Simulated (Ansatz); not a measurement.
Input of an Ansatz 0.2.0 run:

The input input.yaml:

```yaml
crystal:
  lattice:
    - [0.0, 1.8075, 1.8075]
    - [1.8075, 0.0, 1.8075]
    - [1.8075, 1.8075, 0.0]
  atoms:
    - { symbol: Cu, position: [0.0, 0.0, 0.0] }
kpoints:
  mp_grid: { grid: [13, 13, 13] }
  band_path:
    path:
      - [0.0, 0.0, 0.0]
      - [0.5, 0.0, 0.5]
      - [0.5, 0.25, 0.75]
      - [0.375, 0.375, 0.75]
      - [0.0, 0.0, 0.0]
      - [0.5, 0.5, 0.5]
      - [0.625, 0.25, 0.625]
      - [0.5, 0.25, 0.75]
    npoints: 10
scf:
  occupations: { method: fermi_dirac, width: 0.05 }
hamiltonian:
  xc: revpbe
  pseudopotentials: { kind: all_electron, lapw: { basis_error: 0.001 } }
output:
  forces: true
  stress: true
  eigenvalues: true
```

Potentials or basis: all-electron LAPW, scalar-relativistic.

The run is started by

```console
$ ansatz run input.yaml --threads 1 --pin off --max-ram 3072MiB --backend cpu --events-out ev --progress --plain --runs-dir out
```

Problem. Estimate the band gap along the path.

Solution. None (metal or under the smearing width).

Problem. Estimate the pressure.

Solution. 5.2 GPa.

Levels at the corners of the path, in eV from the Fermi level:
```csv
point,band 6,band 7,band 8,band 9,band 10,band 11,band 12,band 13
Γ,-3.18,-3.18,-3.18,-2.35,-2.35,22.39,25.07,25.07
X,-4.59,-1.80,-1.63,-1.63,1.27,6.93,12.89,12.89
W,-3.70,-3.70,-2.39,-1.63,6.00,6.00,8.10,8.62
K,-4.24,-2.93,-2.22,-1.83,4.13,5.53,7.65,14.97
Γ,-3.18,-3.18,-3.18,-2.35,-2.35,22.39,25.07,25.07
L,-3.21,-3.21,-1.78,-1.78,-1.24,3.59,20.87,21.90
U,-4.24,-2.93,-2.22,-1.83,4.13,5.53,7.65,14.97
W,-3.70,-3.70,-2.39,-1.63,6.00,6.00,8.10,8.62
```
